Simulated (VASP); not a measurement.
Hf: relaxation of cell and atoms with PBEsol

The system is Hf.

```xyz
1
Lattice="-1.8050 1.8050 1.8050 1.8050 -1.8050 1.8050 1.8050 1.8050 -1.8050" Properties=species:S:1:pos:R:3 pbc="T T T"
Hf    0.0000    0.0000    0.0000
```

This isn't the form of Hf at room conditions, which is hcp.

- Program: VASP 6.6.1
- Task: relaxation of cell and atoms
- Functional: PBEsol
- Potentials or basis: VASP PAW PBE potentials, release 64 (Hf_pv)
- Cutoff: 520 eV
- k mesh: 6 × 6 × 6
- Occupations: gaussian, width 0.1 eV
- Spin: no spin polarisation
- Target pressure: 50 GPa
- Further INCAR settings: ALGO = Normal; EDIFF = 1e-07; IBRION = 2; EDIFFG = -0.002; NSW = 80; ISIF = 3
- Target pressure: 50 GPa

- Relaxed volume: 15.90 Å³/atom
- Relaxed cell: a = 2.744 Å, b = 2.744 Å, c = 2.744 Å, α = 109.47°, β = 109.47°, γ = 109.47°
- Space group after relaxing (to 0.05 Å): Im-3m (No. 229)
- Energy change on relaxing (the enthalpy is what falls): +561.2 meV/atom
- Ionic steps: 10
- Pressure after relaxing: 50.0 GPa
- Band gap on the k mesh: none (metal or under the smearing width)

Step by step:
| step | energy change (eV) | largest force (eV/Å) | pressure (GPa) | volume (Å³) |
| --- | --- | --- | --- | --- |
| 1 | 0.0000 | 0.0000 | -8.96 | 23.52 |
| 2 | 47.6778 | 0.0000 | 4030.34 | 4.65 |
| 3 | -0.0707 | 0.0000 | -1.97 | 21.53 |
| 4 | -0.0585 | 0.0000 | 5.04 | 20.09 |
| 5 | 0.9037 | 0.0000 | 69.23 | 14.98 |
| 6 | 0.4961 | 0.0000 | 46.33 | 16.12 |
| 7 | 0.5558 | 0.0000 | 49.69 | 15.92 |
| 8 | 0.5979 | 0.0000 | 52.05 | 15.79 |
| 9 | 0.4764 | 0.0000 | 45.22 | 16.19 |
| 10 | 0.5612 | 0.0000 | 49.99 | 15.90 |

Final structure:
```
Hf
1.0
    -1.58421    1.58421    1.58421
     1.58421   -1.58421    1.58421
     1.58421    1.58421   -1.58421
Hf
1
Direct
  0.00000 0.00000 0.00000
```

Levels at points of the mesh, in eV from the Fermi level:
| k point | band 1 | band 2 | band 3 | band 4 | band 5 | band 6 | band 7 | band 8 | band 9 |
| --- | --- | --- | --- | --- | --- | --- | --- | --- | --- |
| (0.00, 0.00, 0.00) | -28.47 | -28.47 | -28.47 | -7.96 | 1.64 | 1.64 | 1.64 | 5.54 | 5.54 |
| (0.50, 0.00, 0.00) | -30.84 | -29.20 | -28.51 | -4.66 | -1.37 | 3.13 | 5.68 | 7.06 | 11.11 |
| (0.50, 0.50, 0.50) | -30.05 | -30.05 | -30.05 | -4.45 | -4.45 | 9.69 | 9.69 | 9.69 | 10.66 |

It took 27 s on 1 thread of AMD EPYC 7R13 Processor (Zen 3), with other jobs on the host, peak memory 0.15 GiB.

Caveat: the k mesh is coarse (spacing up to 0.41 Å⁻¹), so the values aren't converged; the cell is relaxed towards a set pressure, so the enthalpy falls and the energy may rise; the volume moved by over 15 % at a fixed basis, so the end points are rough; the PAW data sets were made with another functional, which shifts forces and pressure a little. Spin-orbit coupling is left out, which matters for the levels of Hf.
